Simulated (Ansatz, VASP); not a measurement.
**Two plane-wave programs on CoO**

```
CELL_PARAMETERS angstrom
2.81770 0.00000 0.00000
-1.40885 2.44020 0.00000
0.00000 0.00000 2.74993
ATOMIC_POSITIONS crystal
Co 0.00000 0.00000 0.00000
O 0.66667 0.33333 0.50000
```

Measurements of this composition are mostly on another form, of space group No. 225.

Alike in both runs: task single point; functional PBE; k mesh 11 × 11 × 10; occupations fermi-dirac, width 0.05 eV; collinear spin.

|  | VASP | Ansatz |
| --- | --- | --- |
| version | VASP 6.6.1 | Ansatz 0.2.0 |
| potentials or method | VASP PAW PBE potentials, release 64 (Co, O) | Ansatz PAW |
| plane-wave cutoff (eV) | 520 | 420 |
| valence electrons in the cell | 15 | 23 |

|  | VASP | Ansatz | Ansatz less VASP |
| --- | --- | --- | --- |
| gap on the k mesh at the Fermi level (eV) | none | none | - |
| pressure (GPa) | -1.3 | -0.9 | +0.35 |
| largest component of the traceless stress (GPa) | 2.05 | 1.70 | -0.349 |
| net moment per atom (μB) | 1.50 | 1.50 | 0.000 |
| size of the moment on the site where the two differ most (μB) | 2.55 | 2.50 | -0.043 |

Site moments also hang on the region over which each program counts them. A gap of «none» marks a metal or a gap that the smearing closes. With one functional, cell and mesh, what is left measures potentials, basis and numerics. The two sets of potentials don't hold the same shells in valence.

Caveats: a cell with one magnetic atom can't hold antiferromagnetic order, which such compounds often take; semilocal functionals often make such compounds metallic where correlation or magnetic order opens a gap, which also shifts bond lengths; the pressure holds a Pulay correction of +0.7 GPa for the finite cutoff (Ansatz).
